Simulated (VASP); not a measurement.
Input of a VASP 6.6.1 run:

The input INCAR:

```
SYSTEM = BN
ALGO     = Normal         ! electronic algorithm
EDIFF    = 1E-7           ! SCF threshold, eV
EDIFFG   = -0.005         ! ionic threshold
ENCUT    = 600            ! plane-wave cutoff, eV
GGA      = PE             ! functional
IBRION   = 2              ! ionic algorithm
ISIF     = 3              ! what is computed and relaxed
ISMEAR   = 0              ! smearing method
IVDW     = 12             ! dispersion correction
LASPH    = .True.         ! aspherical terms in the spheres
LCHARG   = .False.        ! write CHGCAR
LREAL    = .False.        ! projectors in reciprocal space
LWAVE    = .False.        ! write WAVECAR
NELM     = 80             ! most SCF steps
NSW      = 90             ! ionic steps
PREC     = Accurate       ! precision mode
SIGMA    = 0.03           ! smearing width, eV
```

File KPOINTS:

```
k-points
0
Gamma
  12 12 4
  0 0 0
```

Contents of POSCAR:

```
BN                                      
1.0
    2.5062642466      0.0000000000      0.0000000000
   -1.2531321233      2.1704885014     -0.0000000000
    0.0000000000     -0.0000000000      6.5842537967
  B               N             
     2     2
Direct
     0.3333333300000021    0.6666666699999979    0.2500000000000000
     0.6666666699999979    0.3333333300000021    0.7500000000000000
     0.3333333300000021    0.6666666699999979    0.7500000000000000
     0.6666666699999979    0.3333333300000021    0.2500000000000000
```

Potentials or basis: VASP PAW PBE potentials, release 64 (B, N).

Launch:

```sh
$ cat potpaw_PBE.64/B/POTCAR potpaw_PBE.64/N/POTCAR > POTCAR
$ mpirun -np 1 vasp_std > vasp.out
```

**Question.** Predict the relaxed volume.

**Answer.** 8.94 Å³/atom.

**Question.** Predict the space group after relaxing (to 0.05 Å).

**Answer.** P6_3/mmc (No. 194).

**Question.** Predict the relaxed cell.

**Answer.** a = 2.507 Å, b = 2.507 Å, c = 6.574 Å, α = 90.00°, β = 90.00°, γ = 120.00°.

**Question.** Estimate the dispersion energy per atom.

**Answer.** -0.143 eV.

Final structure:
```yaml
crystal:
  lattice:
    - [2.50650, 0.00000, 0.00000]
    - [-1.25325, 2.17069, 0.00000]
    - [0.00000, 0.00000, 6.57374]
  atoms:
    - { symbol: B, position: [0.33333, 0.66667, 0.25000] }
    - { symbol: B, position: [0.66667, 0.33333, 0.75000] }
    - { symbol: N, position: [0.33333, 0.66667, 0.75000] }
    - { symbol: N, position: [0.66667, 0.33333, 0.25000] }
```
